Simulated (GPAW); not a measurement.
# Collinear magnetic orders of 1 ML Fe on Re(0001), fcc site, 3 substrate layers with GPAW, part 2 of 2

A self-consistent run ends on one state, which hangs on the start. Several orders of 1 ML Fe on Re(0001), fcc site, 3 substrate layers are started in GPAW and their energies compared.

GPAW 26.7.0; PBE; plane waves with GPAW's PAW setups, scalar-relativistic.

So far. Step 2 (Run 1 (ferro +)): After 28 cycles the largest moment stands at 2.54 μB.

## Step 3: Run 2 (antiferro q=(0,1/2,0) +-)

Reversing part of the moments tests the sign of the couplings between them.

The cell is doubled to 8 atoms to hold this order. Its mesh is chosen so that both cells sample the same points.

The input, order2.py:

```python
import json
import numpy as np
from ase import Atoms
from ase.parallel import paropen, parprint
from gpaw import GPAW

atoms = Atoms(['Re', 'Re', 'Re', 'Re', 'Re', 'Re', 'Fe', 'Fe'],
    cell=[[2.7608, 0.0, 0.0],
         [-2.7608, 4.781846, 0.0],
         [0.0, 0.0, 20.563204]],
    scaled_positions=[[0.0, 0.0, 0.340414],
         [0.0, 0.5, 0.340414],
         [0.666667, 0.1666665, 0.448816],
         [0.666667, 0.6666665, 0.448816],
         [0.0, 0.0, 0.557219],
         [0.0, 0.5, 0.557219],
         [0.333333, 0.3333335, 0.659586],
         [0.333333, 0.8333335, 0.659586]],
    pbc=True,
    magmoms=[0.0, 0.0, 0.0, 0.0, 0.0, 0.0, 2.8, -2.8])
atoms.calc = GPAW(mode={'name': 'pw', 'ecut': 500},
    xc='PBE',
    kpts={'size': (14, 7, 1), 'gamma': True},
    occupations={'name': 'fermi-dirac', 'width': 0.05},
    convergence={'density': 1e-05, 'energy': 1e-05},
    maxiter=250,
    symmetry={'tolerance': 1e-4},
    txt='order2.txt')
e = atoms.get_potential_energy(force_consistent=True)
res = {'free_energy': e, 'energy_sigma0': atoms.get_potential_energy(), 'fermi_energy': atoms.calc.get_fermi_level()}
res['moments'] = atoms.get_magnetic_moments().tolist()
res['total'] = atoms.get_magnetic_moment()
parprint('site moments (muB):', np.round(res['moments'], 3))
parprint(f"total moment: {res['total']:.3f} muB")
parprint(f'free energy: {e:.6f} eV')
atoms.calc.write('order2.gpw')
with paropen('results.json', 'w') as f:
    json.dump(res, f)
```

Command:

```console
$ OMP_NUM_THREADS=1 mpirun -n 4 gpaw python order2.py > order2.log
```

Numbers of over 12 decimals in the logs are rounded to 6 here.

The log of the run:

```text
site moments (muB): [-0.025  0.025 -0.017  0.017  0.018 -0.018  2.527 -2.527]
total moment: -0.000 muB
free energy: -83.066379 eV

--- order2.txt ---
Input parameters:
  mode=PW(ecut=500),
  convergence={'density': 1e-05, 'energy': 1e-05},
  kpts=MonkhorstPack(size=(14, 7, 1), gamma=True),
  maxiter=250,
  occupations=Occupations(name='fermi-dirac', width=0.05),
  symmetry=Symmetry(tolerance=0.0001),
  xc=XC(name='PBE')

Diagonalizing LCAO Hamiltonian
Converting LCAO to pw mode

          Fe
            Fe

         Re

           Re
             Re
               Re

         Re
           Re

Atoms  # Å, Bohr magnetons
|   | symbol |         x |        y |         z |    initial magnetic moments |
|---|--------|-----------|----------|-----------|-----------------------------|
| 0 |     Re |  0.000000 | 0.000000 |  7.000003 | ( 0.0000,  0.0000,  0.0000) |
| 1 |     Re | -1.380400 | 2.390923 |  7.000003 | ( 0.0000,  0.0000,  0.0000) |
| 2 |     Re |  1.380401 | 0.796974 |  9.229095 | ( 0.0000,  0.0000,  0.0000) |
| 3 |     Re |  0.000001 | 3.187897 |  9.229095 | ( 0.0000,  0.0000,  0.0000) |
| 4 |     Re |  0.000000 | 0.000000 | 11.458208 | ( 0.0000,  0.0000,  0.0000) |
| 5 |     Re | -1.380400 | 2.390923 | 11.458208 | ( 0.0000,  0.0000,  0.0000) |
| 6 |     Fe | -0.000001 | 1.593949 | 13.563201 | ( 0.0000,  0.0000,  2.8000) |
| 7 |     Fe | -1.380401 | 3.984872 | 13.563201 | ( 0.0000,  0.0000, -2.8000) |

Unit cell  # Å
| periodic |         x |        y |         z |   lengths |     angles |
|----------|-----------|----------|-----------|-----------|------------|
|      yes |  2.760800 | 0.000000 |  0.000000 |  2.760800 |  90.000000 |
|      yes | -2.760800 | 4.781846 |  0.000000 |  5.521600 |  90.000000 |
|      yes |  0.000000 | 0.000000 | 20.563204 | 20.563204 | 119.999999 |

Number of symmetries: 1

BZ-sampling:
  Number of BZ points: 98
  Number of IBZ points: 50

  Monkhorst-Pack size: [14, 7, 1]
  Monkhorst-Pack shift: [0.035714, 0.0, 0.0]

Plane wave coefficients: 6978
Cutoff: 500.0 eV

Spin-components: 2 (collinear spins)
Bands:           61
Projectors:      48
Spin-degeneracy: 1
Datatype:        complex128

Parallelization:
  kpt:    4
  domain: 1
  band:   1

Density:
  Valence electrons: 94.0
  Components: 2
  Grid points: [ 15  30 108]
  Charge: 0.0  # |e|

Potential:
  Grid points: [ 15  30 108]

[... setups left out ...]
Reference energy: -2791364.242294  # eV

eigensolver:
  PPCG
  Converge bands: occupied
  niter=2

density mixing:
  MSR1-Mixer
  Pratt-step length: 0.05
  Maximum mixing coefficient: 0.75
  Old densities: 10
  SVD Regularization: 0.005
  Good broyden scale: 1.0
  Trust region scale: 1.0
  Backstep threshold: 4.0
  History deletion threshold: 6.0
  Fourier metric: weight=20.0, sigma=0.015

occupation numbers:
  Fermi-Dirac:
    width: 0.0500  # eV

poisson solver:
  ecut: 4000.0  # eV

xc functional:
  name: PBE with 2 nearest neighbor stencil

convergence criteria:
- Maximum integral of absolute [dens]ity change: 1e-05 electrons / valence electron
- Maximum [total energy] change in last 3 cyles: 1e-05 eV / valence electron
- Maximum integral of absolute [eigenst]ate change: 4e-08 eV^2 / valence electron
maximum number of iterations: 250

SCF iterations
|iter     |      energy | eigst |  dens |  magmom |
|---------|-------------|-------|-------|---------|
|iter:   1|       0s |  -86.533866 | +0.39 |       |  +0.0000|
|iter:   2|       6s | -100.956501 | -0.27 | -0.92 |  +0.0000|
|iter:   3|      13s |  -84.776277 | -0.73 | -0.73 |  +0.0000|
|iter:   4|      19s |  -84.395955 | -1.48 | -1.14 |  +0.0000|
|iter:   5|      25s |  -83.766714 | -1.74 | -1.09 |  +0.0000|
|iter:   6|      31s |  -83.467807 | -1.78 | -1.25 |  +0.0000|
|iter:   7|      38s |  -83.152058 | -2.00 | -1.32 |  +0.0000|
|iter:   8|      44s |  -83.053096 | -1.98 | -1.38 |  +0.0000|
|iter:   9|      51s |  -82.925663 | -2.22 | -1.47 |  +0.0000|
|iter:  10|      57s |  -82.901779 | -2.36 | -1.59 |  +0.0000|
[... 13 iterations left out ...]
|iter:  24|     146s |  -83.026909c| -4.92 | -2.88 |  -0.0000|
|iter:  25|     152s |  -83.026910c| -6.10 | -4.23 |  -0.0001|
|iter:  26|     159s |  -83.026913c| -6.59 | -4.44 |  -0.0001|
|iter:  27|     165s |  -83.026913c| -6.88 | -4.56 |  -0.0001|
|iter:  28|     172s |  -83.026906c| -7.13 | -4.68 |  -0.0001|
|iter:  29|     178s |  -83.026919c| -7.36 | -4.58 |  -0.0000|
|iter:  30|     185s |  -83.026913c| -7.45c| -4.62 |  -0.0000|
|iter:  31|     191s |  -83.026910c| -7.66c| -4.97 |  -0.0000|
|iter:  32|     196s |  -83.026912c| -7.77c| -4.72 |  -0.0000|
|iter:  33|     199s |  -83.026913c| -8.04c| -5.58c|  -0.0000|

Converged in 33 steps
Energy contributions relative to reference atoms: (reference = -2791364.242294)

Energy contributions:
  Kinetic:           5.071670
  Coulomb:         -16.554698
  Zero:              0.463143
  External:          0.000000
  Xc:              -71.967562
  Entropy:          -0.078931
  Spinorbit:         0.000000
  ----------------------------
  Free energy:     -83.066379
  Extrapolated:    -83.026913

dipole moment: (22.159141, -34.738914, 0.068199)  # |e|*Ang

Total magnetic moment: (0.000000, 0.000000, -0.000010)

Local magnetic moments
|        x |        y |         z |
|----------|----------|-----------|
| 0.000000 | 0.000000 | -0.025072 |  # Re   0
| 0.000000 | 0.000000 |  0.025071 |  # Re   1
| 0.000000 | 0.000000 | -0.016612 |  # Re   2
| 0.000000 | 0.000000 |  0.016612 |  # Re   3
| 0.000000 | 0.000000 |  0.018414 |  # Re   4
| 0.000000 | 0.000000 | -0.018416 |  # Re   5
| 0.000000 | 0.000000 |  2.526533 |  # Fe   6
| 0.000000 | 0.000000 | -2.526537 |  # Fe   7

Fermi level: 2.868
Eigenvalues  # (at kpt = [0.000, 0.000, 0.000])
| band index |      eig [eV] | occ [0-1] |      eig [eV] | occ [0-1] |
|------------|---------------|-----------|---------------|-----------|
|          0 |       -39.557 |     1.000 |       -39.557 |     1.000 |
|        ... |               |           |               |           |
|         38 |         1.319 |     1.000 |         1.319 |     1.000 |
|         39 |         1.677 |     1.000 |         1.677 |     1.000 |
|         40 |         1.719 |     1.000 |         1.719 |     1.000 |
|         41 |         1.894 |     1.000 |         1.894 |     1.000 |
|         42 |         1.934 |     1.000 |         1.934 |     1.000 |
|         43 |         2.128 |     1.000 |         2.128 |     1.000 |
|         44 |         2.375 |     1.000 |         2.375 |     1.000 |
|         45 |         2.530 |     0.999 |         2.530 |     0.999 |
|         46 |         2.899 |     0.351 |         2.899 |     0.351 |
|         47 |         3.042 |     0.030 |         3.042 |     0.030 |
|         48 |         3.377 |     0.000 |         3.377 |     0.000 |
|         49 |         3.401 |     0.000 |         3.401 |     0.000 |
|         50 |         3.683 |     0.000 |         3.683 |     0.000 |
|         51 |         3.813 |     0.000 |         3.813 |     0.000 |
|         52 |         3.930 |     0.000 |         3.930 |     0.000 |
|         53 |         3.985 |     0.000 |         3.985 |     0.000 |
|        ... |               |           |               |           |
|         60 |         6.005 |     0.000 |         6.005 |     0.000 |

No gap
No difference between direct/indirect transitions
```

Wall time 3.5 min (4 MPI ranks of AMD EPYC 9R45, shared host); peak memory 2 GiB; 14 min of CPU time.

Spin moment in the augmentation sphere by atom:

```tsv
atom	spin moment in the augmentation sphere (μB)
Re1	-0.03
Re2	0.03
Re3	-0.02
Re4	0.02
Re5	0.02
Re6	-0.02
Fe7	2.53
Fe8	-2.53
```

Numbers from this step:

* magnetization: 0 μB
* final state: antiferromagnetic

It lies 131 meV a seeded atom under the first start, and its largest moment is 2.53 μB against 2.54 μB.

## Step 4: Start 3: no spin polarisation

This run holds no moments, which gives a state to set the others against.

The input, nospin.py:

```python
import json
import numpy as np
from ase import Atoms
from ase.parallel import paropen, parprint
from gpaw import GPAW

atoms = Atoms(['Re', 'Re', 'Re', 'Fe'],
    cell=[[2.7608, 0.0, 0.0],
         [-1.3804, 2.390923, 0.0],
         [0.0, 0.0, 20.563204]],
    scaled_positions=[[0.0, 0.0, 0.340414],
         [0.666667, 0.333333, 0.448816],
         [0.0, 0.0, 0.557219],
         [0.333333, 0.666667, 0.659586]],
    pbc=True)
atoms.calc = GPAW(mode={'name': 'pw', 'ecut': 500},
    xc='PBE',
    kpts={'size': (14, 14, 1), 'gamma': True},
    occupations={'name': 'fermi-dirac', 'width': 0.05},
    convergence={'density': 1e-05, 'energy': 1e-05},
    maxiter=250,
    symmetry={'tolerance': 1e-4},
    txt='nospin.txt')
e = atoms.get_potential_energy(force_consistent=True)
res = {'free_energy': e, 'energy_sigma0': atoms.get_potential_energy(), 'fermi_energy': atoms.calc.get_fermi_level()}
parprint(f'free energy: {e:.6f} eV')
atoms.calc.write('nospin.gpw')
with paropen('results.json', 'w') as f:
    json.dump(res, f)
```

Command:

```console
$ OMP_NUM_THREADS=1 mpirun -n 4 gpaw python nospin.py > nospin.log
```

The log of the run:

```text
free energy: -41.165517 eV

--- nospin.txt ---
Input parameters:
  mode=PW(ecut=500),
  convergence={'density': 1e-05, 'energy': 1e-05},
  kpts=MonkhorstPack(size=(14, 14, 1), gamma=True),
  maxiter=250,
  occupations=Occupations(name='fermi-dirac', width=0.05),
  symmetry=Symmetry(tolerance=0.0001),
  xc=XC(name='PBE')

Diagonalizing LCAO Hamiltonian
Converting LCAO to pw mode

        Fe

       Re

           Re

[...]
|          0 |       -39.596 |     2.000 |
|        ... |               |           |
|         17 |         1.189 |     2.000 |
|         18 |         1.189 |     2.000 |
|         19 |         1.681 |     2.000 |
|         20 |         1.790 |     2.000 |
[...]
|         29 |         3.743 |     0.000 |
|         30 |         5.105 |     0.000 |
|         31 |         5.105 |     0.000 |
|         32 |         5.926 |     0.000 |

No gap
No difference between direct/indirect transitions

[key lines of the parts left out:]
Free energy:     -41.165517
Converged in 22 steps
dipole moment: (-7.921346, -17.394088, 0.034824)  # |e|*Ang
Fermi level: 2.821
```

Run time: 12 s. Hardware: 4 MPI ranks; peak memory 0.87 GiB.

Numbers from this step:

```
final state : non-magnetic (no spin polarisation)
```

It lies 237 meV a seeded atom over the first start.

## Step 5: The states side by side

These are free energies at a smearing of 0.05 eV, so its entropy term is in the differences. They are divided by the number of seeded atoms, so that cells of unlike size compare. Wavevectors q in the names are fractions of the reciprocal vectors of the first run's cell.

Orders:

```tsv
start	final state	typed order kept	energy over the lowest (meV a seeded atom)	largest site moment (μB)	net moment (μB a primitive cell)	mesh matched	CPU time (s)
ferro +	ferromagnetic	yes	130.5	2.542	2.315	yes	90.99
antiferro q=(0,1/2,0) +-	antiferromagnetic	yes	0	2.527	0	yes	846.6
no spin polarisation	non-magnetic	-	367.7	0	0	yes	47.76
```

## Step 6: Outcome

```yaml
lowest_state_found: antiferromagnetic (typed antiferro q=(0,1/2,0) +-)
largest_site_moment: 2.53 μB
next_state: ferromagnetic, 131 meV a seeded atom higher
energy_gained_by_spin_polarisation: 368 meV a seeded atom
```

**Reading.** The lowest state found is antiferromagnetic, reached from the start antiferro q=(0,1/2,0) +-, with moments up to 2.53 μB. The next state costs 131 meV a seeded atom. This is the lowest of 3 finished starts, no proof of the ground state.

[Logs and program files are shortened in this print: banners, set-up blocks, solver, clock and traceback lines can be left out without a mark of their own.]

[Logs are printed without paths, hosts, clocks, repeated set-up lines and the standing remarks that a program may print on its own settings, such as how far it seeks lower states.]

[Hosts, paths, dates, database ids (printed as entryN), source tags and the programs' standing remarks are cut or masked in the printed files.]

[Where a cell is said to come from a database of computed structures, the database is the Materials Project.]
